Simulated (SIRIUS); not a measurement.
Runs of SIRIUS 7.10.0 on Zr. Symmetry: P6_3/mmc, No. 194, hexagonal system. Conventional cell: a = 3.232 Å, b = 3.232 Å, c = 5.147 Å, α = 90.00°, β = 90.00°, γ = 120.00°. Around Zr (site symmetry -6m2) lie 12 Zr at 3.18 to 3.23 Å. 

```tsv
task	level	potentials or basis	cell	k mesh	energy tol	density tol	mixer	mixing beta	max scf	mesh quality	gap on the mesh (eV)	pressure (GPa)	relaxed volume (Å³/atom)
relaxation of cell and atoms	PBEsol+D3(BJ)	PseudoDojo 0.4.1 PBE standard (scalar relativistic)	relaxed	4 × 4 × 2	1e-08 Ha	1e-06	anderson	0.7	100	coarse	none	0.0	21.67
relaxation of cell and atoms	PBEsol+D3	PseudoDojo 0.4.1 PBE standard (scalar relativistic)	relaxed	4 × 4 × 2	1e-08 Ha	1e-06	anderson	0.7	100	coarse	none	0.1	21.93
single point	PBEsol	PseudoDojo 0.4.1 PBEsol standard (scalar relativistic)	as given	9 × 9 × 5	1e-08 Ha	1e-06	anderson	0.7	100	not flagged	none	(a)	-
relaxation of cell and atoms	PBEsol	PseudoDojo 0.4.1 PBE standard (scalar relativistic)	relaxed	4 × 4 × 2	1e-08 Ha	1e-06	anderson	0.7	100	coarse	none	0.0	22.68
```

Alike in all rows: no spin polarisation; cutoff (eV) 915; smearing fermi-dirac 0.05 eV.

Problem. Fill in the values left out.

Solution. (a) -3.2.

Caveats: some runs use coarse meshes; the potentials were made for another functional, which shifts forces and pressure (some runs); pairwise dispersion overbinds metals, which lowers pressure and volume (some runs).

A k mesh can miss the band edges, and the runs leave out spin-orbit coupling on Zr.

A gap of «none» marks a metal or a gap under the smearing width.

Runs at the PBE level aren't shown here.
